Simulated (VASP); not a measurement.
# TiC3 (P6/mmm) in VASP: relaxation of cell and atoms with PBE

Aim: the relaxation of cell and atoms of TiC3 with PBE.

Program: VASP 6.6.1. These are calculated values, not measurements. Logs are shortened: lines on timing, memory, paths and dates and some standing lists are left out, and cuts for length are marked.

**1. The structure**

The structure is hexagonal, space group P6/mmm (No. 191). Conventional cell: a = 3.743 Å, b = 3.743 Å, c = 4.195 Å, α = 90.00°, β = 90.00°, γ = 120.00°. Around Ti (site symmetry 6/mmm) lie 8 C at 2.10 to 2.16 Å. C (site symmetry -6m2) is surrounded by 3 C at 2.16 Å and 3 Ti at 2.16 Å. C (site symmetry 6/mmm) is surrounded by 2 Ti at 2.10 Å.

The cell was built by a generator and needn't be a form met in nature.

**2. Relaxation of cell and atoms, PBE**

Contents of INCAR:

```
  ALGO = Fast
  EDIFF = 1E-4
  EDIFFG = -0.08
  ENCUT = 520
  GGA = PE
  IBRION = 2
  ISIF = 3
  ISMEAR = 0
  LASPH = True
  LCHARG = False
  LREAL = False
  LWAVE = False
  NELM = 60
  NSW = 24
  PREC = Normal
  SIGMA = 0.15
```

Contents of KPOINTS:

```
k-points
0
Gamma
  6 6 5
```

Contents of POSCAR:

```
TiC3
1.0
    3.7434978200      0.0000000000      0.0000000000
   -1.8717489100      3.2419642100      0.0000000000
    0.0000000000      0.0000000000      4.1950425200
Ti C
1 3
Direct
    0.0000000000      0.0000000000      0.5000000000
    0.3333333300      0.6666666700      0.5000000000
    0.6666666700      0.3333333300      0.5000000000
    0.0000000000      0.0000000000      0.0000000000
```

Potentials or basis: VASP PAW PBE potentials, release 64 (Ti_sv, C).

Run with:

```bash
cat potpaw_PBE.64/Ti_sv/POTCAR potpaw_PBE.64/C/POTCAR > POTCAR
mpirun -np 1 vasp_std > vasp.out
```

OUTCAR:

```text
EDIFF = 1E-4
   EDIFFG = -0.08
   ENCUT = 520
   GGA = PE
   IBRION = 2
   ISIF = 3
   ISMEAR = 0
   LASPH = True
   LREAL = False
   NELM = 60
   NSW = 24
   PREC = Normal

 ion  position               nearest neighbor table
   1  0.000  0.000  0.500-   4 2.10   4 2.10   2 2.16   3 2.16   2 2.16   3 2.16   3 2.16   2 2.16

   2  0.333  0.667  0.500-   1 2.16   1 2.16   1 2.16
   3  0.667  0.333  0.500-   1 2.16   1 2.16   1 2.16
   4  0.000  0.000  0.000-   1 2.10   1 2.10

  LATTYP: Found a hexagonal cell.
 ALAT       =     3.7434978200
 C/A-ratio  =     1.1206210666

  Lattice vectors:

 A1 = (   3.7434978200,   0.0000000000,   0.0000000000)
 A2 = (  -1.8717489100,   3.2419642100,   0.0000000000)
 A3 = (   0.0000000000,   0.0000000000,   4.1950425200)

Analysis of symmetry for initial positions (statically):
=====================================================================
 Subroutine PRICEL returns:
 Original cell was already a primitive cell.

 Routine SETGRP: Setting up the symmetry group for a
 hexagonal supercell.

 Subroutine GETGRP returns: Found 24 space group operations
 (whereof 24 operations were pure point group operations)
 out of a pool of 24 trial point group operations.

The static configuration has the point symmetry D_6h.

Analysis of symmetry for dynamics (positions and initial velocities):
=====================================================================
 Subroutine PRICEL returns:
 Original cell was already a primitive cell.

 Routine SETGRP: Setting up the symmetry group for a
 hexagonal supercell.

 Subroutine GETGRP returns: Found 24 space group operations
 (whereof 24 operations were pure point group operations)
 out of a pool of 24 trial point group operations.

The dynamic configuration has the point symmetry D_6h.

 Subroutine INISYM returns: Found 24 space group operations
 (whereof 24 operations are pure point group operations),
 and found     1 'primitive' translations

----------------------------------------------------------------------------------------

                                     Primitive cell

  volume of cell :      50.9122

[... 150 lines left out ...]

 VOLUME and BASIS-vectors are now :
 -----------------------------------------------------------------------------
  energy-cutoff  :      520.00
  volume of cell :       50.91
      direct lattice vectors                 reciprocal lattice vectors
     3.743497820  0.000000000  0.000000000     0.267129847  0.154227489  0.000000000
    -1.871748910  3.241964210  0.000000000     0.000000000  0.308454978  0.000000000
     0.000000000  0.000000000  4.195042520     0.000000000  0.000000000  0.238376606

 POSITION                                       TOTAL-FORCE (eV/Angst)
 -----------------------------------------------------------------------------------
      0.00000      0.00000      2.09752        -0.000000      0.000000      0.000000
     -0.00000      2.16131      2.09752        -0.000000      0.000000      0.000000
      1.87175      1.08065      2.09752         0.000000     -0.000000      0.000000
      0.00000      0.00000      0.00000        -0.000000      0.000000      0.000000
 -----------------------------------------------------------------------------------
    total drift:                                0.000000     -0.000000      0.000000

  FREE ENERGIE OF THE ION-ELECTRON SYSTEM (eV)
  ---------------------------------------------------
  free  energy   TOTEN  =       -25.2446223062 eV

  energy  without entropy=      -25.1828387046  energy(sigma->0) =      -25.21373051

--------------------------------------- Ionic step        2  -------------------------------------------

 number of electron      24.0000022 magnetization

 Free energy of the ion-electron system (eV)
  ---------------------------------------------------
  ext. energy  EPLUGINS =         0.00000000
  ---------------------------------------------------
  free energy    TOTEN  =       -25.30457368 eV

  energy without entropy =      -25.25304541  energy(sigma->0) =      -25.27880955

 E-fermi :   3.9430     XC(G=0): -10.4496

 val. band max:        3.9402259222   @ k =   0.1667   0.0000   0.0000
 cond. band min:       3.9467526902   @ k =   0.1667   0.1667   0.2000
 fundamental gap:      0.0065267680
 Fermi energy:         3.9430121273

 k-point     1 :       0.0000    0.0000    0.0000
  band No.  band energies     occupation
      1     -51.9164      2.00000
      2     -28.2801      2.00000
      3     -28.2801      2.00000
      4     -28.1511      2.00000
      5      -9.0155      2.00000
      6      -4.8935      2.00000
[... 376 lines left out ...]
      3     -28.3346      2.00000
      4     -28.1571      2.00000
      5      -5.8188      2.00000
      6      -5.8188      2.00000
[... 8 lines left out ...]
     15       6.1433      0.00000
     16       9.1069      0.00000

------------------------ aborting loop because EDIFF is reached ----------------------------------------

  FORCE on cell =-STRESS in cart. coord.  units (eV):
  Direction    XX          YY          ZZ          XY          YZ          ZX
  --------------------------------------------------------------------------------------
  -------------------------------------------------------------------------------------
  Total       -0.0367494     -0.0367494      0.1458047      0.0000000      0.0000000      0.0000000
  in kB       -1.1749336     -1.1749336      4.6615888      0.0000000      0.0000000      0.0000000
  external PRESSURE =       0.7705738 kB  Pullay stress =       0.0000000 kB

 VOLUME and BASIS-vectors are now :
 -----------------------------------------------------------------------------
  energy-cutoff  :      520.00
  volume of cell :       50.11
      direct lattice vectors                 reciprocal lattice vectors
     3.779463462  0.000000000 -0.000000000     0.264587820  0.152759849 -0.000000000
    -1.889731731  3.273111370  0.000000000    -0.000000000  0.305519699 -0.000000000
     0.000000000  0.000000000  4.050952029     0.000000000 -0.000000000  0.246855552

 POSITION                                       TOTAL-FORCE (eV/Angst)
 -----------------------------------------------------------------------------------
      3.77946      0.00000      2.02548        -0.000000     -0.000000      0.000000
     -0.00000      2.18207      2.02548         0.000000      0.000000     -0.000000
      1.88973      1.09104      2.02548         0.000000      0.000000      0.000000
      3.77946      0.00000     -0.00000        -0.000000      0.000000      0.000000
 -----------------------------------------------------------------------------------
    total drift:                                0.000000     -0.000000     -0.000000

  FREE ENERGIE OF THE ION-ELECTRON SYSTEM (eV)
  ---------------------------------------------------
  free  energy   TOTEN  =       -25.3045736821 eV

  energy  without entropy=      -25.2530454118  energy(sigma->0) =      -25.27880955

 reached required accuracy - stopping structural energy minimisation
```

CONTCAR:

```text
TiC3
   1.00000000000000
     3.7794634622561816    0.0000000000000000   -0.0000000000000000
    -1.8897317311280908    3.2731113698246586    0.0000000000000000
     0.0000000000000000    0.0000000000000000    4.0509520292371199
  Ti              C
     1     3
Direct
     1.0000000000000000    0.0000000000000000    0.5000000000000000
     0.3333333300000021    0.6666666699999979    0.5000000000000000
     0.6666666699999979    0.3333333300000021    0.5000000000000000
     1.0000000000000000    0.0000000000000000    0.0000000000000000

  0.00000000E+00  0.00000000E+00  0.00000000E+00
  0.00000000E+00  0.00000000E+00  0.00000000E+00
  0.00000000E+00  0.00000000E+00  0.00000000E+00
  0.00000000E+00  0.00000000E+00  0.00000000E+00
```

Wall time 26 s (1 thread of Intel Xeon Platinum 8259CL at 2.50GHz (Skylake/Cascade Lake), shared host); peak memory 0.14 GiB.

Results:

```yaml
Free_energy: -25.3046 eV
Relaxed_volume: 12.53 Å³/atom
Relaxed_cell: a = 3.779 Å, b = 3.779 Å, c = 4.051 Å, α = 90.00°, β = 90.00°, γ = 120.00°
Space_group_after_relaxing_to_0.05_Å: P6/mmm (No. 191)
Energy_gained_by_relaxing: 15.0 meV/atom
Ionic_steps: 2
Pressure_after_relaxing: 0.1 GPa
Band_gap_on_the_k_mesh: none (metal or under the smearing width)
```

Step by step:
```csv
step,energy change (eV),largest force (eV/Å),pressure (GPa),volume (Å³)
1,0.0000,0.0000,-1.32,50.91
2,-0.0600,0.0000,0.08,50.11
```

Final structure:
```yaml
crystal:
  lattice:
    - [3.77946, 0.00000, 0.00000]
    - [-1.88973, 3.27311, 0.00000]
    - [0.00000, 0.00000, 4.05095]
  atoms:
    - { symbol: Ti, position: [0.00000, 0.00000, 0.50000] }
    - { symbol: C, position: [0.33333, 0.66667, 0.50000] }
    - { symbol: C, position: [0.66667, 0.33333, 0.50000] }
    - { symbol: C, position: [0.00000, 0.00000, 0.00000] }
```

Caveat: the relaxation stopped at a loose force limit of 0.08 eV/Å, so its end isn't a converged minimum.
